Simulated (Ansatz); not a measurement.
Born–Oppenheimer molecular dynamics of a periodic cell of 16 atoms, WC (start crystal WC, start structure P-6m2, volume 1.1 times the crystal's). It goes on from the last frame of an earlier run, with new velocities.

The calculation used DFT PBE, scalar-relativistic, plane waves, PAW in Ansatz 0.2.0. Settings: PAW set soft_1, cutoff 420 eV, k mesh 2x2x2, fermi-dirac smearing 0.002 eV, no spin polarisation.

```
ensemble        : NPT, Langevin
time step       : 1 fs
steps asked     : 200
set temperature : 2450 K
friction        : 0.005 /fs
pressure        : 10 GPa
seed            : 733337
```

First frame:

```xyz
16
Lattice="-2.9469 -5.1042 0.0000 4.4203 -2.5521 0.0000 0.0000 0.0000 5.7836" Properties=species:S:1:pos:R:3
W -0.048 -4.947 -0.134
C 1.391 -3.966 1.264
W -0.034 -5.015 2.702
C 1.223 -4.105 4.422
W -1.485 -2.192 -0.030
C -0.114 -1.573 1.752
W -1.542 -2.452 3.017
C -0.093 -1.486 4.404
W 1.355 -2.410 -0.093
C 2.700 -1.766 1.442
W 1.366 -2.437 3.064
C 3.131 -1.241 4.092
W -0.107 0.164 -0.032
C -1.641 -4.094 1.252
W -0.142 0.193 2.677
C -1.638 -4.221 4.264
```

(1) What does the run give?

(2) What happens to the structure?

(3) How do temperature and energy run in time?

## Answers

(1) The run went to its last step.

```
steps done                                               : 200
time covered                                             : 200 fs
mean temperature over the second half                    : 2560 K
spread of the potential energy over the second half      : 36.6 meV per atom
mean potential energy of the second half above the start : -52.8 meV per atom
mean pressure over the second half                       : 11.9 GPa
```

The conserved energy stayed within 0.47 meV per atom of its start (net change -0.15 meV per atom), so the integration is sound. A run of 0.2 ps of so small a system gives no equilibrium averages. The smearing is very narrow for this mesh. Limits of this set-up: coarse k mesh. The cell's volume went from 174 to 171 Å³.

(2) Mean squared displacements from the first frame to the last, about the centre of mass, the cell's change included: W 0.04 Å², C 0.10 Å². This is one draw of velocities; another would differ in detail.

(3) 
```tsv
time (fs)	T (K)	potential energy less start (eV)	conserved less start (meV/atom)	P (GPa)	volume (Å³)
0.0	2297	0.000	0.00	4.9	174.0
16.0	2600	-0.962	-0.27	7.0	173.1
32.0	2405	-0.327	0.05	13.9	170.2
48.0	2460	-0.992	-0.34	13.6	170.0
64.0	2309	-0.824	-0.28	4.3	173.5
80.0	2328	-0.859	-0.08	1.6	174.8
96.0	2891	-1.084	-0.29	8.5	172.0
112.0	2573	0.146	-0.15	21.8	167.4
128.0	2630	-0.689	-0.13	22.3	166.0
144.0	2738	-1.372	-0.13	14.4	168.4
160.0	2155	-0.979	0.03	4.1	172.6
176.0	2115	-0.365	-0.10	4.7	174.3
192.0	2648	-1.624	-0.19	4.1	172.8
```

The run took 16 min on 1 thread of Arm Neoverse V2, on a shared host, peak memory 0.56 GiB.
